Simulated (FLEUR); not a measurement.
# Pb (Fm-3m) in FLEUR: a series of runs

The runs below take Pb through single point, with PBEsol.

All numbers are computed with FLEUR MaX-R8.1 (later development tree); they aren't measurements. Logs are shortened: lines on timing, memory, paths and dates and some standing lists are left out, and cuts for length are marked.

### Step 1. The structure

The structure is cubic, space group Fm-3m (No. 225). The conventional cell has a = 4.950 Å, b = 4.950 Å, c = 4.950 Å, α = 90.00°, β = 90.00°, γ = 90.00°. Pb (site symmetry m-3m) is surrounded by 12 Pb at 3.50 Å.

### Step 2. Single point, PBEsol

Input file inp.xml:

```xml
<?xml version="1.0" encoding="UTF-8" standalone="no"?>
<fleurInput fleurInputVersion="0.39">
   <comment>
      Pb                                                                                                  
   </comment>
   <calculationSetup>
      <cutoffs Kmax="4.1" Gmax="12.7" GmaxXC="12.7" numbands="0"/>
      <scfLoop itmax="60" minDistance="0.00001" maxIterBroyd="15" imix="Anderson" alpha="0.05" precondParam="0.0" spinf="2.0" sdNocoIR="T"/>
      <coreElectrons ctail="T" frcor="F" kcrel="0" coretail_lmax="0"/>
      <xcFunctional name="PBEs" relativisticCorrections="F"/>
      <magnetism jspins="1"/>
      <soc l_soc="F" theta="0.0" phi="0.0" spav="F"/>
      <expertModes spex="0" secvar="F"/>
      <geometryOptimization l_f="T" forcealpha="1.0" forcemix="BFGS" epsdisp="0.0005" epsforce="0.0002"/>
      <ldaU l_linMix="F" mixParam="0.05" spinf="1.0"/>
   </calculationSetup>
   <cell>
      <bzIntegration valenceElectrons="20.0" mode="hist" fermiSmearingEnergy="0.00183747">
         <kPointListSelection listName="default-1"/>
         <!-- k-points included here -->
         <xi:include xmlns:xi="http://www.w3.org/2001/XInclude" href="kpts.xml"> </xi:include>
      </bzIntegration>
      <!-- symmetry operations included here -->
      <xi:include xmlns:xi="http://www.w3.org/2001/XInclude" href="sym.xml"> </xi:include>
      <bulkLattice scale="1.0">
         <bravaisMatrix>
            <row-1>    0.0000000000000000     4.6771099529074922     4.6771099529074922</row-1>
            <row-2>    4.6771099529074922     0.0000000000000000     4.6771099529074922</row-2>
            <row-3>    4.6771099529074922     4.6771099529074922     0.0000000000000000</row-3>
         </bravaisMatrix>
      </bulkLattice>
   </cell>
   <atomSpecies>
      <species name="Lead (Pb)" element="Pb" atomicNumber="82">
         <mtSphere radius="2.66" gridPoints="879" logIncrement="0.015"/>
         <atomicCutoffs lmax="10" lnonsphr="10"/>
         <electronConfig flipSpins="F">
            <coreConfig>(1s1/2) (2s1/2) (2p1/2) (2p3/2) (3s1/2) (3p1/2) (3p3/2) (4s1/2) (3d3/2) (3d5/2) (4p1/2) (4p3/2) (4d3/2) (4d5/2) (4f5/2) (4f7/2) (5s1/2)</coreConfig>
            <valenceConfig>(5p1/2) (5p3/2) (6s1/2) (5d3/2) (5d5/2) (6p1/2) (6p3/2)</valenceConfig>
            <stateOccupation state="(6p1/2)" spinUp="0.333333" spinDown="0.333333"/>
            <stateOccupation state="(6p3/2)" spinUp="0.666667" spinDown="0.666667"/>
         </electronConfig>
         <energyParameters s="6" p="6" d="5" f="5"/>
         <lo type="SCLO" l="1" n="5" eDeriv="0"/>
         <lo type="SCLO" l="1" n="5" eDeriv="1"/>
         <lo type="SCLO" l="0" n="6" eDeriv="2"/>
         <lo type="SCLO" l="2" n="5" eDeriv="2"/>
         <lo type="SCLO" l="3" n="5" eDeriv="2"/>
      </species>
   </atomSpecies>
   <atomGroups>
      <atomGroup species="Lead (Pb)">
         <relPos label="                   1">.0000000000 .0000000000 .0000000000</relPos>
         <force calculate="T" relaxXYZ="TTT"/>
      </atomGroup>
   </atomGroups>
   <output dos="F" band="F" slice="F">
      <checks vchk="F" cdinf="F"/>
      <bandDOS minEnergy="-.5*Htr" maxEnergy="0.5*Htr" sigma="0.015" storeEVData="T"/>
      <vacuumDOS vacdos="F" integ="F" star="F" nstars="0" locx1="0.0" locy1="0.0" locx2="0.0" locy2="0.0" nstm="0" tworkf="0.0"/>
      <unfoldingBand unfoldBand="F" supercellX="1" supercellY="1" supercellZ="1"/>
      <plotting iplot="0" polar="F">
         <plot TwoD="T" vec1="  1.0  0.0  0.0" vec2="  0.0  1.0  0.0" vec3="  0.0  0.0  1.0" zero="  0.0  0.0  0.0" file="plot"/>
      </plotting>
      <chargeDensitySlicing numkpt="0" minEigenval="0.0" maxEigenval="0.0" nnne="0" pallst="F"/>
      <specialOutput eonly="F"/>
      <moessbauerParams electricFieldGradient="T" isomerShift="T" coreHyperfine="T" valenceHyperfine="T"/>
      <magneticCircularDichroism mcd="F" energyLo="-10.0" energyUp="0.0"/>
   </output>
  <!-- We include the file relax.xml here to enable relaxations (see documentation) -->
  <xi:include xmlns:xi="http://www.w3.org/2001/XInclude" href="relax.xml"> <xi:fallback/> </xi:include>
</fleurInput>
```

Input file crystal.txt:

```
Pb
&input cartesian=F /
0.0000000000  2.4750200000  2.4750200000
2.4750200000  0.0000000000  2.4750200000
2.4750200000  2.4750200000  0.0000000000
1.8897261246
1.0 1.0 1.0

1
82 0.0000000000  0.0000000000  0.0000000000

&kpt div1=9 div2=9 div3=9 gamma=T /
```

Potentials or basis: all-electron, FLAPW.

Command:

```console
> inpgen -f crystal.txt -profile fastHighL
> # inp.xml edited to the form shown
> fleur_MPI
```

The program printed:

```text
Welcome to FLEUR        (www.flapw.de)
      MaX-Release 8.1          (www.max-centre.eu)

 ========== k-point set info ==========
 Selected k-point list: default-1
 k-point list type: mesh
 9 x 9 x 9
 Number of k points: 35

 ------------Calculation Setup---------------------------
 Number of MPI-tasks      :            1
 Number of PE/node        :            1
 Number of OMP-threads    :            1
 Most efficient MPI parallelization for:
           1           5           7          35
 Additional eigenvalue parallelization possible
 Number of basis functions:          294
 Approximate size of matrices (H+S) per k-point:         0.001 GB
 --------------------------------------------------------
 Iteration:     1   Distance:      11.00472661 me/bohr^3
 Iteration:     2   Distance:      10.35436639 me/bohr^3
 Iteration:     3   Distance:       3.29222463 me/bohr^3
 Iteration:     4   Distance:       0.24142848 me/bohr^3
 Iteration:     5   Distance:       0.24102724 me/bohr^3
 Iteration:     6   Distance:       0.04863389 me/bohr^3
 Iteration:     7   Distance:       0.00353670 me/bohr^3
 Iteration:     8   Distance:       0.00201961 me/bohr^3
 Iteration:     9   Distance:       0.00018057 me/bohr^3
 Iteration:    10   Distance:       0.00011243 me/bohr^3
 Iteration:    11   Distance:       0.00001172 me/bohr^3
 Iteration:    12   Distance:       0.00000133 me/bohr^3

 ********************************************************************
 Run finished successfully
 Stop message:
   Structural relaxation: Done
 ********************************************************************
```

out.xml (last iteration):

```text
<iteration numberForCurrentRun="   13" overallNumber="   13">
         <energyParameters units="Htr">
            <atomicEP atomType="1" spin="1" branch="6s" branchLowest="-4.84" branchHighest="0.60" value="-0.0352765356"/>
            <atomicEP atomType="1" spin="1" branch="6p" branchLowest="-2.70" branchHighest="1.43" value="0.2446689783"/>
            <atomicEP atomType="1" spin="1" branch="5d" branchLowest="-14.29" branchHighest="-0.27" value="-0.2964862451"/>
            <atomicEP atomType="1" spin="1" branch="5f" branchLowest="-4.44" branchHighest="1.89" value="0.5829297568"/>
            <loAtomicEP atomType="1" spin="1" branch="5p" branchLowest="-23.21" branchHighest="-2.70" value="-2.7654671872"/>
            <loAtomicEP atomType="1" spin="1" branch="5p" branchLowest="-23.21" branchHighest="-2.70" value="-2.7654671872"/>
            <loAtomicEP atomType="1" spin="1" branch="6s" branchLowest="-4.84" branchHighest="0.60" value="-0.0352765356"/>
            <loAtomicEP atomType="1" spin="1" branch="5d" branchLowest="-14.29" branchHighest="-0.27" value="-0.3280833327"/>
            <loAtomicEP atomType="1" spin="1" branch="5f" branchLowest="-4.44" branchHighest="1.89" value="0.5829170476"/>
         </energyParameters>
         <eigenvalues>
            <eigenvaluesAt spin="1" ikpt="1" k_x="0.00000000" k_y="0.00000000" k_z="0.00000000">
                      -2.7001418109       -2.7001418109       -2.7001418109       -0.3358177745       -0.3358177745
                      -0.3358177745       -0.3305878680       -0.3305878680       -0.1434112509        0.5617596945
                       0.5617596945        0.5617596945        0.6468955842        0.7050950670        0.7484316915
                       0.7484316915
            </eigenvaluesAt>
            <eigenvaluesAt spin="1" ikpt="2" k_x="0.00000000" k_y="0.00000000" k_z="0.11111111">
                      -2.7001553422       -2.7001440956       -2.7001440956       -0.3358396886       -0.3352046359
                      -0.3352046359       -0.3305896610       -0.3305896610       -0.1346603559        0.4744761466
                       0.5513811601        0.5513811601        0.6327843874        0.7409536911        0.7669724770
                       0.7669724770
            </eigenvaluesAt>
            <eigenvaluesAt spin="1" ikpt="3" k_x="0.00000000" k_y="0.00000000" k_z="0.22222222">
                      -2.7001903780       -2.7001504965       -2.7001504965       -0.3360401117       -0.3344775731
                      -0.3344775731       -0.3297555343       -0.3297555343       -0.1084689975        0.3469151868
                       0.5293130788        0.5293130788        0.6203237467        0.7238793283        0.7524774005
                       0.7524774005
            </eigenvaluesAt>
            <eigenvaluesAt spin="1" ikpt="4" k_x="0.00000000" k_y="0.00000000" k_z="0.33333333">
                      -2.7002299968       -2.7001575711       -2.7001575711       -0.3364759955       -0.3348272009
                      -0.3348272009       -0.3275713717       -0.3275713717       -0.0664335900        0.2322837764
                       0.5082037243        0.5082037243        0.6168526768        0.6764772252        0.7197077705
                       0.7197077705
            </eigenvaluesAt>
         </eigenvalues>
         <bandgap value="0.1131155679" units="eV"/>
         <sumValenceSingleParticleEnergies value="-19.1207568666" units="Htr"/>
         <FermiEnergy value="0.2835208948" units="Htr"/>
         <valenceDensity>
            <mtCharges spin="1">
               <mtCharge atomType="1" total="18.0164755" s="1.4159534" p="6.7680043" d="9.8231484" f="0.0084006"/>
            </mtCharges>
            <spinDependentCharge spin="1" total="20.0000000" interstitial="1.9835245" mtSpheres="18.0164755"/>
            <totalCharge value="20.0000000001"/>
         </valenceDensity>
         <coreStates atomType="     1" atomicNumber=" 82" spin="1" kinEnergy="  24098.8025814790" eigValSum=" -12917.8834963438" lostElectrons=" 0.000046">
            <state n="1" l="0" j="0.5" energy="-3231.7700539196" weight="1.0000000000"/>
            <state n="2" l="0" j="0.5" energy="-577.1949089849" weight="1.0000000000"/>
            <state n="2" l="1" j="0.5" energy="-554.2574793197" weight="1.0000000000"/>
            <state n="2" l="1" j="1.5" energy="-473.8185431285" weight="2.0000000000"/>
            <state n="3" l="0" j="0.5" energy="-138.2060358494" weight="1.0000000000"/>
            <state n="3" l="1" j="0.5" energy="-127.8643992676" weight="1.0000000000"/>
[... 9 lines left out ...]
            <state n="4" l="3" j="3.5" energy="-4.3580614921" weight="4.0000000000"/>
            <state n="5" l="0" j="0.5" energy="-4.8441684435" weight="1.0000000000"/>
         </coreStates>
         <allElectronCharges>
            <spinDependentCharge spin="1" total="82.0000000" interstitial="1.9835702" mtSpheres="80.0164298"/>
            <totalCharge value="82.0000000013"/>
         </allElectronCharges>
         <moessbauerParams unitsHFF="kG" unitsIS="e/bohr^3" unitsEFG="Htr/bohr^2">
            <coreIsomerShift atomType="1" isTotal="2987073.33419">
               <shell n="1" l="0" isomerShift="2453506.67676"/>
               <shell n="2" l="0" isomerShift="378633.75066"/>
               <shell n="2" l="1" isomerShift="30061.12653"/>
               <shell n="3" l="0" isomerShift="87542.05754"/>
               <shell n="3" l="1" isomerShift="7805.67226"/>
               <shell n="4" l="0" isomerShift="22664.87422"/>
               <shell n="3" l="2" isomerShift="0.00327"/>
               <shell n="4" l="1" isomerShift="1996.87929"/>
               <shell n="4" l="2" isomerShift="0.00091"/>
               <shell n="4" l="3" isomerShift="0.00000"/>
               <shell n="5" l="0" isomerShift="4862.29276"/>
            </coreIsomerShift>
            <isomerShift atomType="1" nucleusRadius="0.0001398" averageDensity="2987630.19230"/>
            <electricFieldGradient atomType="1" VXX="0.00000" VYY="0.00000" VZZ="0.00000" asymParam="0.00000">
            </electricFieldGradient>
         </moessbauerParams>
         <totalEnergy                                    value="   -20922.6693194291" units="Htr">
            <sumOfEigenvalues                            value="   -12937.0042532104">
               <coreElectrons value="-12917.8834963438"/>
               <valenceElectrons value="-19.1207568666"/>
            </sumOfEigenvalues>
            <densityCoulombPotentialIntegral value="-36787.5324589997"/>
            <densityEffectivePotentialIntegral value="-37294.2691981110"/>
            <chargeDenXCDenIntegral value="-384.6463157504"/>
            <FockExchangeEnergyValence value="0.0000000000"/>
            <FockExchangeEnergyCore value="0.0000000000"/>
            <atomTypeDependentContributions atomType="1">
               <electronNucleiInteractionDifferentMTs value="26460.7422079365"/>
               <MadelungTerm value="-40.7795111429"/>
            </atomTypeDependentContributions>
            <tkbTimesEntropy value="0.0001135802"/>
            <freeEnergy value="-20922.6694330092"/>
            <extrapolationTo0K value="-20922.6693762191"/>
         </totalEnergy>
         <totalForcesOnRepresentativeAtoms units="Htr/bohr">
            <forceTotal atomType="1" x="0.000000" y="0.000000" z="0.000000" F_x="0.00000000" F_y="0.00000000" F_z="0.00000000"/>
         </totalForcesOnRepresentativeAtoms>
      </iteration>
```

Wall time 17 s (1 thread of Intel Xeon 6975P-C (Granite Rapids), shared host); peak memory 0.07 GiB.

Results:

```yaml
Free_energy: -569334.8392 eV
Band_gap_on_the_k_mesh: none (metal or under the smearing width)
Valence_electrons_inside_the_program's_atomic_spheres: Pb 18.02 (radii Pb 2.66 bohr)
```

Core levels (eV from the Fermi level):
| atom | levels |
| --- | --- |
| 1 Pb | 1s1/2 -87948.7, 2s1/2 -15714.0, 2p1/2 -15089.8, 2p3/2 -12901.0, 3s1/2 -3768.5, 3p1/2 -3487.1, 3p3/2 -2998.7, 4s1/2 -849.7, 3d3/2 -2536.6, 3d5/2 -2432.6, 4p1/2 -728.0, 4p3/2 -608.4, 4d3/2 -410.2, 4d5/2 -387.9, 4f5/2 -131.3, 4f7/2 -126.3, 5s1/2 -139.5 |

(Part 1 of 2 ends here.)
